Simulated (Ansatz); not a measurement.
## CsPbCl3 (model cell, started as cubic perovskite with Pb in the octahedra): the cell at rest: bringing the structure to rest

Ansatz 0.2.0; DFT PBE, scalar-relativistic, plane waves, PAW; PAW set soft_1.

It takes space group Pm-3m (No. 221, cubic). The conventional cell has a = 5.600 Å, b = 5.600 Å, c = 5.600 Å, α = 90.00°, β = 90.00°, γ = 90.00°. Nearest to Cs lie 12 Cl at 3.96 Å. Pb has 6 Cl at 2.80 Å nearest. Cl has 2 Pb at 2.80 Å and 4 Cs at 3.96 Å nearest. Farther neighbours and most contacts between anions are not listed.

Relaxation path:

```csv
step,energy less that of the first step (eV),largest force component (eV/Å),pressure (GPa),volume (Å³)
1,0.0000,0.0000,1.85,175.62
2,-0.0621,0.0000,0.58,184.04
3,-0.0700,0.0000,0.07,188.12
4,-0.0700,0.0000,0.00,188.67
5*,-0.0707,0.0000,0.00,188.67
```

Relaxation steps marked * repeat the geometry before them on a plane-wave basis chosen anew for their cell, so energy and pressure can jump there.

Forces are held to the 48 operations that the run works with; a distortion that breaks them can't arise in this run.

```csv
"conventional cell, symmetrised",before,after,change
a (Å),5.600,5.735,+2.4 %
b (Å),5.600,5.735,+2.4 %
c (Å),5.600,5.735,+2.4 %
volume (Å³/atom),35.12,37.73,+7.4 %
```

Final coordinates:

```cif
data_structure
_symmetry_space_group_name_H-M 'P 1'
_symmetry_Int_Tables_number 1
_cell_length_a 5.7354
_cell_length_b 5.7354
_cell_length_c 5.7354
_cell_angle_alpha 90.000
_cell_angle_beta 90.000
_cell_angle_gamma 90.000
_cell_volume 188.67
loop_
_atom_site_label
_atom_site_type_symbol
_atom_site_fract_x
_atom_site_fract_y
_atom_site_fract_z
_atom_site_occupancy
Cs1 Cs 0.00000 0.00000 0.00000 1
Pb2 Pb 0.50000 0.50000 0.50000 1
Cl3 Cl 0.50000 0.50000 0.00000 1
Cl4 Cl 0.50000 0.00000 0.50000 1
Cl5 Cl 0.00000 0.50000 0.50000 1
```

Numbers from this step:

```yaml
pressure: 0.002682 GPa
gap_on_the_k_mesh: 2.219 eV
volume_per_atom: 37.73 Å³
direct_gap_on_mesh: 2.219 eV
```

Q: Write an input that reproduces this.

The system, level and task follow from the heading and the kind of results. Meshes, cutoffs and thresholds can't be read from the results; these are the ones that the run used.

input.yaml

```yaml
crystal:
  lattice:
    - [5.6, 0.0, 0.0]
    - [0.0, 5.6, 0.0]
    - [0.0, 0.0, 5.6]
  atoms:
    - { symbol: Cs, position: [0.0, 0.0, 0.0] }
    - { symbol: Pb, position: [0.5, 0.5, 0.5] }
    - { symbol: Cl, position: [0.5, 0.5, 0.0] }
    - { symbol: Cl, position: [0.5, 0.0, 0.5] }
    - { symbol: Cl, position: [0.0, 0.5, 0.5] }
kpoints:
  mp_grid: { grid: [6, 6, 6] }
hamiltonian:
  xc: pbe
  pseudopotentials: { kind: paw, azcp: { folder: soft_1 } }
scf:
  occupations: { method: gaussian, width: 0.02 }
output:
  forces: true
  stress: true
  eigenvalues: true
relax:
  adjacent_minimum: "off"
  f_tol: 0.005
  max_steps: 80
  cell: { stress_tol: 0.05 }
```

Command:

```
$ ansatz run input.yaml --threads 8 --pin off --max-ram 16384MiB --backend cpu --events-out ev --progress --plain --runs-dir out
```

[Logs are printed without paths, hosts, clocks, repeated set-up lines and the standing remarks that a program may print on its own settings, such as how far it seeks lower states.]

[Hosts, paths, dates, database ids (printed as entryN), source tags and the programs' standing remarks are cut or masked in the printed files.]
